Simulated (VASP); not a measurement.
Wanted: the native input for a VASP 6.6.1 run.

| Item | Value |
| --- | --- |
| Task | relaxation of cell and atoms |
| Functional | r2SCAN |
| Dispersion | rVV10 |
| Potentials or basis | VASP PAW PBE potentials, release 64 (Mo_sv) |
| Cutoff | 600 eV |
| k mesh | 16 × 16 × 16 |
| Occupations | methfessel-paxton, width 0.1 eV |
| Spin | no spin polarisation |
| Further INCAR settings | ALGO = Normal; EDIFF = 1e-06; IBRION = 2; EDIFFG = -0.01; NSW = 90; ISIF = 3 |

The structure of Mo lies in POSCAR:

```
Mo
1.0
   -1.5734150000      1.5734150000      1.5734150000
    1.5734150000     -1.5734150000      1.5734150000
    1.5734150000      1.5734150000     -1.5734150000
Mo
1
Direct
    0.0000000000      0.0000000000      0.0000000000
```

One way to write it, as run:

INCAR

```
PREC     = Accurate       # precision mode
ENCUT    = 600            # plane-wave cutoff, eV
EDIFF    = 1E-6           # SCF threshold, eV
ISMEAR   = 1              # smearing method
SIGMA    = 0.1            # smearing width, eV
LREAL    = False          # projectors in reciprocal space
LASPH    = True           # aspherical terms in the spheres
NELM     = 80             # most SCF steps
ALGO     = Normal         # electronic algorithm
ISIF     = 3              # what is computed and relaxed
LWAVE    = False          # write WAVECAR
LCHARG   = False          # write CHGCAR
METAGGA  = R2SCAN         # meta-GGA
LMIXTAU  = True         
LUSE_VDW = True         
IVDW_NL  = 2            
BPARAM   = 11.95        
CPARAM   = 0.0093       
IBRION   = 2              # ionic algorithm
NSW      = 90             # ionic steps
EDIFFG   = -0.01          # ionic threshold
```

KPOINTS

```
regular mesh
0
Gamma
  16 16 16
```

Potentials or basis: VASP PAW PBE potentials, release 64 (Mo_sv).

Launch:

```sh
$ cat potpaw_PBE.64/Mo_sv/POTCAR > POTCAR
$ mpirun -np 1 vasp_std > vasp.out
```

It gave:

- Relaxed volume: 15.59 Å³/atom
- Relaxed cell: a = 2.726 Å, b = 2.726 Å, c = 2.726 Å, α = 109.47°, β = 109.47°, γ = 109.47°
- Space group after relaxing (to 0.05 Å): Im-3m (No. 229)
- Energy gained by relaxing: 0.0 meV/atom
- Ionic steps: 3
- Pressure after relaxing: 0.0 GPa
- Band gap on the k mesh: none (metal or under the smearing width)

Caveat: the PAW data sets were made with another functional, which shifts forces and pressure a little.

Wall time 2.8 min on 1 thread of AMD EPYC 9R45 96-Core Processor (Zen 5), with other jobs on the host, peak memory 0.22 GiB.
